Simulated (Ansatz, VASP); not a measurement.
## K2TaO3 in VASP and in Ansatz

File INCAR:

```
SYSTEM = K2TaO3
PREC = Accurate ; ENCUT = 600
EDIFF = 1E-7 ; ISMEAR = 0
SIGMA = 0.1 ; LREAL = .False.
LASPH = .True. ; NELM = 150
ALGO = Normal ; ISIF = 3
LWAVE = .False. ; LCHARG = .False.
ISPIN = 2 ; MAGMOM = 0 0 0.16 0 0 0
LORBIT = 11 ; LMAXMIX = 4
GGA = PE ; IBRION = 2
NSW = 90 ; EDIFFG = -0.04
```

KPOINTS

```
regular mesh
0
Gamma
  3 3 6
  0 0 0
```

File POSCAR:

```
K2TaO3
1.0
    6.8288824951      0.0000000000      0.0000000000
   -3.4144412476      5.9139857202      0.0000000000
    0.0000000000      0.0000000000      2.8841813469
K Ta O
2 1 3
Direct
    0.6666666667      0.3333333333      0.5000000000
    0.0000000000      0.0000000000      0.5000000000
    0.3333333333      0.6666666667      0.0000000000
    0.2081225595      0.7918774405      0.5000000000
    0.2081225595      0.4162451189      0.5000000000
    0.5837548811      0.7918774405      0.5000000000
```

Input for Ansatz:

```yaml
crystal:
  lattice:
    - [6.8288824951, 0.0, 0.0]
    - [-3.4144412476, 5.9139857202, 0.0]
    - [0.0, 0.0, 2.8841813469]
  atoms:
    - { symbol: K, position: [0.6666666667, 0.3333333333, 0.5] }
    - { symbol: K, position: [0.0, 0.0, 0.5] }
    - { symbol: Ta, position: [0.3333333333, 0.6666666667, 0.0], spin: 0.16 }
    - { symbol: O, position: [0.2081225595, 0.7918774405, 0.5] }
    - { symbol: O, position: [0.2081225595, 0.4162451189, 0.5] }
    - { symbol: O, position: [0.5837548811, 0.7918774405, 0.5] }
basis:
  ecutwfc: 420
kpoints:
  mp_grid: { grid: [3, 3, 6] }
hamiltonian:
  xc: pbe
scf:
  occupations: { method: gaussian, width: 0.1 }
  lower_state_search: "off"
output:
  forces: true
  stress: true
  eigenvalues: true
  populations: true
magnetization:
  spin_polarized: true
relax:
  adjacent_minimum: "off"
  f_tol: 0.04
  max_steps: 70
  cell: { stress_tol: 0.4 }
```

Alike in both runs: task relaxation of cell and atoms; functional PBE; k mesh 3 × 3 × 6; occupations gaussian, width 0.1 eV; collinear spin.

```csv
,VASP,Ansatz
version,VASP 6.6.1,Ansatz 0.2.0
potentials or method,"VASP PAW PBE potentials, release 64 (K_sv, Ta_pv, O)","scalar-relativistic, plane waves, PAW"
plane-wave cutoff (eV),600,420
valence electrons in the cell,47,49
```

```csv
,VASP,Ansatz,Ansatz less VASP
"gap on the k mesh at the Fermi level, each at its own relaxed structure (eV)",none,none,-
net moment per atom (μB),0.00,0.00,0.000
relaxed volume (Å³/atom),19.49,19.40,-0.087
relaxed cell length with the largest relative difference (Å),2.905,2.901,-0.0044
```

A gap of «none» marks a metal or a gap that the smearing closes. The two sets of potentials don't hold the same shells in valence. Ansatz warned: «seeded_moment_not_kept».

Caveats: the k mesh is coarse (spacing up to 0.36 Å⁻¹), so the values aren't converged. Spin-orbit coupling is left out, which matters for the levels of Ta.
